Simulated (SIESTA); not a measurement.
## PbS under changes of volume

One of the cells (26.664 Å³/atom); the others are scaled copies at fixed shape and fractional positions:

```
Pb S
1.0
     2.07995   -5.99130    0.00000
     2.07995    5.99130    0.00000
     0.00000    0.00000    4.27932
Pb S
2 2
Direct
  0.13056 0.86944 0.25000
  0.86944 0.13056 0.75000
  0.35480 0.64520 0.25000
  0.64520 0.35480 0.75000
```

Measurements of this composition are mostly on another form, of space group No. 225.

```yaml
Program: SIESTA 5.4.2
Functional: PBE
Potentials_or_basis: PseudoDojo 0.4 standard (PBE files)
Basis: TZDP (energy shift 0.01 Ry)
Grid_cutoff: 500 Ry
Energy_shift: 0.01 Ry
k_mesh: 7 × 7 × 6
Occupations: fermi-dirac, width 0.05 eV
Spin: no spin polarisation
```

| volume (Å³/atom) | energy over the lowest point (meV/atom) | pressure (GPa) | gap on the mesh (eV) | largest force (eV/Å) |
| --- | --- | --- | --- | --- |
| 25.064 | ? | ? | ? | ? |
| 25.597 | 18.28 | 3.8 | 1.13 | 0.408 |
| 26.130 | 7.97 | 2.4 | 1.18 | 0.303 |
| 26.664 | 2.02 | 1.2 | 1.22 | 0.225 |
| 27.197 | 0.00 | 0.1 | 1.25 | 0.150 |
| 27.730 | 1.49 | -0.9 | 1.27 | 0.091 |
| 28.263 | 6.15 | -1.8 | 1.29 | 0.189 |

**Question.** What does the run at 25.064 Å³/atom give?

**Answer.** Energy over the lowest point 33.45 meV/atom; pressure 5.3 GPa; gap on the mesh 1.08 eV; largest force 0.554 eV/Å.

Worked out: A Birch-Murnaghan fit of order 3 (a polynomial in V^(-2/3)) to the other rows has its minimum at 27.23 Å³/atom with B0 = V·E''(V) = 54 GPa and B' = 4.5 at fixed shape and positions, which overstates the stiffness. It gives 33.45 meV/atom at 25.064 Å³/atom, against the run's 33.45, and -dE/dV = 5.3 GPa, against 5.3. A parabola through the other rows of the gap, of slope 2.96 eV per unit of ln V there, extrapolates to 1.07 eV, against the run's 1.08.

Energies are extrapolated to zero smearing.

Caveats: semicore shells carry a single zeta, which can move pressures by several GPa and volumes by a few percent; spin-orbit coupling is left out, which as a rule narrows the gap of such compounds by several tenths of an eV; an odd mesh through Γ misses points on the zone boundary, where band edges often lie; the basis of atomic orbitals isn't converged, which shifts pressures, moduli and gaps.
